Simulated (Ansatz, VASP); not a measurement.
# MgS in VASP and in Ansatz

```
CELL_PARAMETERS angstrom
0.00000 2.88869 2.88869
2.88869 0.00000 2.88869
2.88869 2.88869 0.00000
ATOMIC_POSITIONS crystal
S 0.25000 0.25000 0.25000
Mg 0.00000 0.00000 0.00000
```

The cell comes from a database or a generator and needn't be the stable form of this composition.

Alike in both runs: task single point; functional r2SCAN; k mesh 8 × 8 × 8; occupations fermi-dirac, width 0.05 eV; no spin polarisation.

|  | VASP | Ansatz |
| --- | --- | --- |
| version | VASP 6.6.1 | Ansatz 0.2.0 |
| potentials or method | VASP PAW PBE potentials, release 64 (S, Mg) | Ansatz PAW |
| plane-wave cutoff (eV) | 520 | 500 |
| valence electrons in the cell | 8 | 16 |

|  | VASP | Ansatz | Ansatz less VASP |
| --- | --- | --- | --- |
| gap on the k mesh at the Fermi level (eV) | 3.81 | 3.83 | +0.014 |
| least direct gap on the mesh (eV) | 3.81 | 3.83 | +0.014 |
| pressure (GPa) | -3.5 | -3.2 | +0.28 |

The two sets of potentials don't hold the same shells in valence.

Caveats: the PAW data sets were made with another functional, which shifts forces and pressure a little (VASP); the PAW data sets come from PBE, with cores solved anew for the run's functional, which leaves a small shift of forces and pressure (Ansatz). r2SCAN opens gaps a little over a GGA but as a rule still falls short of measured ones.
